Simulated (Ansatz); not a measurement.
Write the native input for Ansatz 0.2.0 that does the following.

```
Task                                : band structure
Functional                          : r2SCAN
Potentials or basis                 : Ansatz PAW
Cutoff                              : 500 eV (not typed: the program's choice for these potentials)
k mesh                              : 12 × 12 × 4
Occupations                         : fermi-dirac, width 0.05 eV
Spin                                : no spin polarisation
Path                                : [["G", "M", "K", "G", "A", "L", "H", "A"], ["L", "M"], ["K", "H"]]
Points for each segment of the path : 10
```

C:

```
C
1.0
     2.52210    0.00000    0.00000
    -1.26105    2.18420    0.00000
     0.00000    0.00000    8.23710
C
8
Direct
  0.66667 0.33333 0.84375
  0.33333 0.66667 0.34375
  0.66667 0.33333 0.65625
  0.33333 0.66667 0.15625
  0.00000 0.00000 0.90625
  0.00000 0.00000 0.40625
  0.00000 0.00000 0.59375
  0.00000 0.00000 0.09375
```

This is a hexagonal form of diamond, not graphite.

One way to write it, as run:

input.yaml

```yaml
crystal:
  lattice:
    - [2.5221, 0.0, 0.0]
    - [-1.26105, 2.1842026709, 0.0]
    - [0.0, 0.0, 8.2371]
  atoms:
    - { symbol: C, position: [0.6666666667, 0.3333333333, 0.84375] }
    - { symbol: C, position: [0.3333333333, 0.6666666667, 0.34375] }
    - { symbol: C, position: [0.6666666667, 0.3333333333, 0.65625] }
    - { symbol: C, position: [0.3333333333, 0.6666666667, 0.15625] }
    - { symbol: C, position: [0.0, 0.0, 0.90625] }
    - { symbol: C, position: [0.0, 0.0, 0.40625] }
    - { symbol: C, position: [0.0, 0.0, 0.59375] }
    - { symbol: C, position: [0.0, 0.0, 0.09375] }
hamiltonian:
  xc: r2scan
  pseudopotentials: { kind: paw }
kpoints:
  mp_grid: { grid: [12, 12, 4] }
  band_path:
    path:
      - [[0.0, 0.0, 0.0], [0.5, 0.0, 0.0], [0.3333333333, 0.3333333333, 0.0], [0.0, 0.0, 0.0], [0.0, 0.0, 0.5], [0.5, 0.0, 0.5], [0.3333333333, 0.3333333333, 0.5], [0.0, 0.0, 0.5]]
      - [[0.5, 0.0, 0.5], [0.5, 0.0, 0.0]]
      - [[0.3333333333, 0.3333333333, 0.0], [0.3333333333, 0.3333333333, 0.5]]
    npoints: 10
scf:
  occupations: { method: fermi_dirac, width: 0.05 }
  n_extra_bands: 20
output:
  forces: true
  stress: true
  eigenvalues: true
  fatbands: true
```

Potentials or basis: Ansatz PAW.

Run with:

```bash
$ ansatz run input.yaml --threads 4 --pin off --max-ram 11264MiB --backend cpu --events-out ev --progress --plain --runs-dir out
```

Results of the run:

| Item | Value |
| --- | --- |
| Pressure | -1.9 GPa |
| Largest force | 0.359 eV/Å |
| Band gap on the k mesh | 4.64 eV, indirect (least direct gap 5.45 eV) |
| Band gap along the path | 4.65 eV, indirect (least direct gap 5.45 eV) |

Caveat: the PAW data sets come from PBE, with cores solved anew for the run's functional, which leaves a small shift of forces and pressure.

Run time: 9.4 s on 4 threads of Intel(R) Xeon(R) Processor @ 2.50GHz (Skylake/Cascade Lake) (shared host), peak memory 0.52 GiB.
